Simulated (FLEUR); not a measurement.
# CdSe (Cadmoselite) (P6_3mc) in FLEUR: single point with PBEsol

Aim: the single point of CdSe (Cadmoselite) with PBEsol.

All numbers are computed with FLEUR MaX-R8.1 (later development tree); they aren't measurements. Logs are shortened: lines on timing, memory, paths and dates and some standing lists are left out, and cuts for length are marked.

**The experiment to reproduce.**

A printed reference work, data compilation reports, for a bulk crystal of CdSe at 2 K: band gap 1.841 eV.

The results are compared with them further down.

## 1. The structure

It takes space group P6_3mc (No. 186, hexagonal). The conventional cell has a = 4.300 Å, b = 4.300 Å, c = 7.020 Å, α = 90.00°, β = 90.00°, γ = 120.00°. Cd (site symmetry 3m) is surrounded by 4 Se at 2.61 to 2.70 Å. Se (site symmetry 3m) has 4 Cd at 2.61 to 2.70 Å as nearest neighbours.

## 2. Single point, PBEsol

inp.xml

```xml
<?xml version="1.0" encoding="UTF-8" standalone="no"?>
<fleurInput fleurInputVersion="0.39">
   <comment>
      CdSe                                                                                                
   </comment>
   <calculationSetup>
      <cutoffs Kmax="4.8" Gmax="14.9" GmaxXC="14.9" numbands="0"/>
      <scfLoop itmax="60" minDistance="0.00001" maxIterBroyd="15" imix="Anderson" alpha="0.05" precondParam="0.0" spinf="2.0" sdNocoIR="T"/>
      <coreElectrons ctail="T" frcor="F" kcrel="0" coretail_lmax="0"/>
      <xcFunctional name="PBEs" relativisticCorrections="F"/>
      <magnetism jspins="1"/>
      <soc l_soc="F" theta="0.0" phi="0.0" spav="F"/>
      <expertModes spex="0" secvar="F"/>
      <geometryOptimization l_f="F" forcealpha="1.0" forcemix="BFGS" epsdisp="0.00001" epsforce="0.00001"/>
      <ldaU l_linMix="F" mixParam="0.05" spinf="1.0"/>
   </calculationSetup>
   <cell>
      <bzIntegration valenceElectrons="72.0" mode="hist" fermiSmearingEnergy="0.00183747">
         <kPointListSelection listName="default-1"/>
         <!-- k-points included here -->
         <xi:include xmlns:xi="http://www.w3.org/2001/XInclude" href="kpts.xml"> </xi:include>
      </bzIntegration>
      <!-- symmetry operations included here -->
      <xi:include xmlns:xi="http://www.w3.org/2001/XInclude" href="sym.xml"> </xi:include>
      <bulkLattice scale="1.0">
         <bravaisMatrix>
            <row-1>    8.1258223357799988     0.0000000000000000     0.0000000000000000</row-1>
            <row-2>   -4.0629111678899994     7.0371685694753445     0.0000000000000000</row-2>
            <row-3>    0.0000000000000000     0.0000000000000000    13.2658773946919979</row-3>
         </bravaisMatrix>
      </bulkLattice>
   </cell>
   <atomSpecies>
      <species name="Cadmium (Cd)" element="Cd" atomicNumber="48">
         <mtSphere radius="2.4" gridPoints="817" logIncrement="0.016"/>
         <atomicCutoffs lmax="10" lnonsphr="10"/>
         <electronConfig flipSpins="F">
            <coreConfig>(1s1/2) (2s1/2) (2p1/2) (2p3/2) (3s1/2) (3p1/2) (3p3/2) (3d3/2) (3d5/2)</coreConfig>
            <valenceConfig>(4s1/2) (4p1/2) (4p3/2) (5s1/2) (4d3/2) (4d5/2)</valenceConfig>
         </electronConfig>
         <energyParameters s="5" p="5" d="4" f="4"/>
         <lo type="SCLO" l="0" n="4" eDeriv="0"/>
         <lo type="SCLO" l="1" n="4" eDeriv="0"/>
         <lo type="SCLO" l="1" n="4" eDeriv="1"/>
         <lo type="SCLO" l="2" n="4" eDeriv="2"/>
         <lo type="SCLO" l="3" n="4" eDeriv="2"/>
      </species>
      <species name="Selenium (Se)" element="Se" atomicNumber="34">
         <mtSphere radius="2.04" gridPoints="695" logIncrement="0.018"/>
         <atomicCutoffs lmax="8" lnonsphr="8"/>
         <electronConfig flipSpins="F">
            <coreConfig>(1s1/2) (2s1/2) (2p1/2) (2p3/2) (3s1/2) (3p1/2) (3p3/2)</coreConfig>
            <valenceConfig>(3d3/2) (3d5/2) (4s1/2) (4p1/2) (4p3/2)</valenceConfig>
            <stateOccupation state="(4p1/2)" spinUp="0.666667" spinDown="0.666667"/>
            <stateOccupation state="(4p3/2)" spinUp="1.333333" spinDown="1.333333"/>
         </electronConfig>
         <energyParameters s="4" p="4" d="4" f="4"/>
         <lo type="SCLO" l="2" n="3" eDeriv="0"/>
         <lo type="SCLO" l="0" n="4" eDeriv="2"/>
         <lo type="SCLO" l="1" n="4" eDeriv="2"/>
         <lo type="SCLO" l="3" n="4" eDeriv="2"/>
      </species>
   </atomSpecies>
   <atomGroups>
      <atomGroup species="Cadmium (Cd)">
         <relPos label="                   1">-1.000/3.000 1.000/3.000 1.000/2.000</relPos>
         <relPos label="                   2">1.000/3.000 -1.000/3.000 .0000000000</relPos>
         <force calculate="T" relaxXYZ="TTT"/>
      </atomGroup>
      <atomGroup species="Selenium (Se)">
         <relPos label="                   3">-1.000/3.000 1.000/3.000 -.1150000000</relPos>
         <relPos label="                   4">1.000/3.000 -1.000/3.000 .3850000000</relPos>
         <force calculate="T" relaxXYZ="TTT"/>
      </atomGroup>
   </atomGroups>
   <output dos="F" band="F" slice="F">
      <checks vchk="F" cdinf="F"/>
      <bandDOS minEnergy="-.5*Htr" maxEnergy="0.5*Htr" sigma="0.015" storeEVData="T"/>
      <vacuumDOS vacdos="F" integ="F" star="F" nstars="0" locx1="0.0" locy1="0.0" locx2="0.0" locy2="0.0" nstm="0" tworkf="0.0"/>
      <unfoldingBand unfoldBand="F" supercellX="1" supercellY="1" supercellZ="1"/>
      <plotting iplot="0" polar="F">
         <plot TwoD="T" vec1="  1.0  0.0  0.0" vec2="  0.0  1.0  0.0" vec3="  0.0  0.0  1.0" zero="  0.0  0.0  0.0" file="plot"/>
      </plotting>
      <chargeDensitySlicing numkpt="0" minEigenval="0.0" maxEigenval="0.0" nnne="0" pallst="F"/>
      <specialOutput eonly="F"/>
      <moessbauerParams electricFieldGradient="T" isomerShift="T" coreHyperfine="T" valenceHyperfine="T"/>
      <magneticCircularDichroism mcd="F" energyLo="-10.0" energyUp="0.0"/>
   </output>
  <!-- We include the file relax.xml here to enable relaxations (see documentation) -->
  <xi:include xmlns:xi="http://www.w3.org/2001/XInclude" href="relax.xml"> <xi:fallback/> </xi:include>
</fleurInput>
```

crystal.txt

```
CdSe
&input cartesian=F /
4.3000000000  0.0000000000  0.0000000000
-2.1500000000  3.7239092363  0.0000000000
0.0000000000  0.0000000000  7.0200000000
1.8897261246
1.0 1.0 1.0

4
48 0.6666666666  0.3333333332  0.5000000000
48 0.3333333332  0.6666666666  0.0000000000
34 0.6666666666  0.3333333332  0.8850000000
34 0.3333333332  0.6666666666  0.3850000000

&kpt div1=7 div2=7 div3=4 gamma=T /
```

Potentials or basis: all-electron, FLAPW.

Run with:

```
> inpgen -f crystal.txt -profile fastHighL
> # inp.xml edited to the form shown
> mpirun -n 4 fleur_MPI -pe_per_kpt 1
```

Output:

```text
Welcome to FLEUR        (www.flapw.de)
      MaX-Release 8.1          (www.max-centre.eu)

 ========== k-point set info ==========
 Selected k-point list: default-1
 k-point list type: mesh
 7 x 7 x 4
 Number of k points: 24

 ------------Calculation Setup---------------------------
 Number of MPI-tasks      :            4
 Number of PE/node        :            4
 Number of OMP-threads    :            1
 Using exactly            1  PE per kpt
 k-points in parallel     :            4
 pe's per k-point         :            1
 No of k-point loops      :            6
 Eigenvalue solver        :       lapack
 Number of basis functions:         1588
 Approximate size of matrices (H+S) per k-point:         0.075 GB
 --------------------------------------------------------
 Using exactly            1  PE per kpt
 Using exactly            1  PE per kpt
 Using exactly            1  PE per kpt
 Iteration:     1   Distance:       5.97514006 me/bohr^3
 Iteration:     2   Distance:       5.39931865 me/bohr^3
 Iteration:     3   Distance:       3.14380882 me/bohr^3
 Iteration:     4   Distance:       1.12280336 me/bohr^3
 Iteration:     5   Distance:       0.87422009 me/bohr^3
 Iteration:     6   Distance:       0.15363882 me/bohr^3
 Iteration:     7   Distance:       0.06495605 me/bohr^3
 Iteration:     8   Distance:       0.05418452 me/bohr^3
 Iteration:     9   Distance:       0.00493720 me/bohr^3
 Iteration:    10   Distance:       0.00407493 me/bohr^3
 Iteration:    11   Distance:       0.00096071 me/bohr^3
 Iteration:    12   Distance:       0.00025255 me/bohr^3
 Iteration:    13   Distance:       0.00019930 me/bohr^3
 Iteration:    14   Distance:       0.00006157 me/bohr^3
 Iteration:    15   Distance:       0.00001181 me/bohr^3
 Iteration:    16   Distance:       0.00001020 me/bohr^3
 Iteration:    17   Distance:       0.00000425 me/bohr^3

 ********************************************************************
 Run finished successfully
 Stop message:
   all done
 ********************************************************************
```

Run time: 6.5 min. Hardware: 4 MPI ranks of Intel Xeon Platinum 8375C at 2.90GHz (Ice Lake), shared host.

Results:

```
Free energy                                           : -436583.0810 eV
Band gap on the k mesh                                : 0.58 eV, direct
Valence electrons inside the program's atomic spheres : Cd 18.22; Se 13.38 (radii Cd 2.4, Se 2.04 bohr)
```

Core levels (eV from the Fermi level):
| atom | levels |
| --- | --- |
| 1 Cd | 1s1/2 -26491.5, 2s1/2 -3928.9, 2p1/2 -3657.8, 2p3/2 -3465.5, 3s1/2 -728.9, 3p1/2 -620.2, 3p3/2 -585.9, 3d3/2 -393.5, 3d5/2 -386.5 |
| 2 Cd | 1s1/2 -26491.5, 2s1/2 -3928.9, 2p1/2 -3657.8, 2p3/2 -3465.5, 3s1/2 -728.9, 3p1/2 -620.2, 3p3/2 -585.9, 3d3/2 -393.5, 3d5/2 -386.5 |
| 3 Se | 1s1/2 -12485.0, 2s1/2 -1599.1, 2p1/2 -1434.3, 2p3/2 -1392.5, 3s1/2 -206.9, 3p1/2 -150.5, 3p3/2 -144.7 |
| 4 Se | 1s1/2 -12485.0, 2s1/2 -1599.1, 2p1/2 -1434.3, 2p3/2 -1392.5, 3s1/2 -206.9, 3p1/2 -150.5, 3p3/2 -144.7 |

## 3. Against experiment

Step 2. Against the measured gap of CdSe, 1.841 eV (2 K; a printed reference work, data compilation), the calculated 0.58 eV is off by -1.26 eV. So large a miss can be the level of theory's own, or it may mean another phase, state or a wrong row. Spin-orbit coupling on Cd, Se is left out. The value is that of PBEsol, without temperature or zero-point motion. Semilocal functionals fall short of measured gaps as a rule.
